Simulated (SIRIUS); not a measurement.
The system is Fe.

```
Fe
1.0
    -1.44300    1.44300    1.44300
     1.44300   -1.44300    1.44300
     1.44300    1.44300   -1.44300
Fe
1
Direct
  0.00000 0.00000 0.00000
```

- Program: SIRIUS 7.12.0
- Task: relaxation of cell and atoms
- Functional: revPBE
- Potentials or basis: PseudoDojo 0.4.1 PBE standard (scalar relativistic)
- Cutoff: 1228 eV
- Density cutoff: 4912 eV
- k mesh: 6 × 6 × 6
- Occupations: fermi-dirac, width 0.05 eV
- Spin: collinear spin, ferromagnetic start
- Starting moments: [3.0] μB

At the start: pressure -6.2 GPa; volume 12.02 Å³/atom.

Task: How do energy, volume and symmetry change on relaxing?

Result: Over 4 steps the energy falls by 8.9 meV/atom and the volume is 11.58 Å³/atom (-3.6 %); space group Im-3m (No. 229, to 0.05 Å); moment 2.23 μB per cell.

Step by step:
```csv
step,energy change (eV),largest force (eV/Å),pressure (GPa),volume (Å³)
1,0.0000,0.0000,-6.23,12.02
2,-0.0070,0.0000,-3.21,11.78
3,-0.0088,0.0000,0.67,11.54
4,-0.0089,0.0000,-0.04,11.58
```

Final structure:
```
CELL_PARAMETERS angstrom
-1.42530 1.42530 1.42530
1.42530 -1.42530 1.42530
1.42530 1.42530 -1.42530
ATOMIC_POSITIONS crystal
Fe 0.00000 0.00000 0.00000
```

Caveat: the k mesh is coarse (spacing up to 0.51 Å⁻¹), so the values aren't converged; the potentials were made for another functional, which shifts forces and pressure.
